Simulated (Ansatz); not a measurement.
# Structure relaxation of Mo

All numbers below come from Ansatz, DFT r2SCAN, scalar-relativistic, plane waves, PAW. Cutoff 500 eV, Γ-centred k mesh, Gaussian smearing, no spin polarisation in the final step.

Mo was placed on the lonsdaleite structure type (P6_3/mmc, No. 194), at a guessed volume.

```
CELL_PARAMETERS angstrom
3.56363 0.00000 0.00000
-1.78182 3.08619 0.00000
0.00000 0.00000 5.87999
ATOMIC_POSITIONS crystal
Mo 0.33333 0.66667 0.43750
Mo 0.66667 0.33333 0.93750
Mo 0.66667 0.33333 0.56250
Mo 0.33333 0.66667 0.06250
```

Cell and atoms relax at zero pressure; the relaxation can't lower the symmetry of the start. After a coarse first stage the cell is made exact in the group found at 0.06 Å.

Energies count from the standard state of Mo at the same level.

(1) Which crystal results?

(2) What are its volume, energy, density and gap?

## Answers

(1) It keeps P6_3/mmc (No. 194), but not the shape of the type it started on. Conventional cell: a = 2.741 Å, c = 10.004 Å. Mo is coordinated by 1 Mo at 2.58 Å and 9 Mo at 2.74–2.89 Å.

Space group P6_3/mmc (No. 194). a = 2.741 Å, b = 2.741 Å, c = 10.004 Å, α = 90.00°, β = 90.00°, γ = 120.00°
```tsv
atom	site	symmetry	x	y	z
Mo	4f	3m.	0.3333	0.6667	0.3790
```

(2) The volume per atom is 16.27 Å³ and the density is 9.79 g/cm³. The energy over the standard structure is 0.78 eV/atom. The gap on the 21×21×6 mesh is 0 eV (a metal).

The final run used a 21×21×6 mesh on its 4-atom cell and 0.10 eV smearing. For metals, differences of a few meV/atom aren't resolved. A structure relaxed within its symmetry needn't be a true minimum. The steps took about 5 core-minutes in all.